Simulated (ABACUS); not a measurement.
## Sr under changes of volume

One of the cells (57.751 Å³/atom); the others are scaled copies at fixed shape and fractional positions:

```
Sr
1.0
    -2.43500    2.43500    2.43500
     2.43500   -2.43500    2.43500
     2.43500    2.43500   -2.43500
Sr
1
Direct
  0.00000 0.00000 0.00000
```

This isn't the form of Sr at room conditions, which is fcc.

- Program: ABACUS 3.10.1
- Functional: PBE
- Potentials or basis: PseudoDojo NC SR 0.4.1 PBE standard
- Cutoff: 1361 eV
- Density cutoff: 5442 eV
- Basis: TZDP LCAO (the cutoffs set its grid)
- k mesh: 8 × 8 × 8
- Occupations: fermi-dirac, width 0.05 eV
- Spin: no spin polarisation

```tsv
volume (Å³/atom)	energy over the lowest point (meV/atom)	pressure (GPa)
54.286	0.00	0.0
55.441	1.37	-0.3
56.596	4.43	-0.5
57.751	8.93	-0.7
58.906	14.74	-0.8
60.061	?	?
61.216	29.60	-1.1
```

**Question.** What does the run at 60.061 Å³/atom give?

**Answer.** Energy over the lowest point 21.68 meV/atom; pressure -1.0 GPa.

Worked out: A Birch-Murnaghan fit of order 3 (a polynomial in V^(-2/3)) to the other rows has its minimum at 54.01 Å³/atom, just outside them, with B0 = V·E''(V) = 12.7 GPa and B' = 5.0. It gives 21.67 meV/atom at 60.061 Å³/atom, against the run's 21.68, and -dE/dV = -1.0 GPa, against -1.0.

Energies are extrapolated to zero smearing.

Caveats: the atomic orbitals were generated for these runs and aren't a published set; the cell was measured hot, at 901 K; the basis of atomic orbitals isn't converged, which shifts pressures, moduli and gaps.
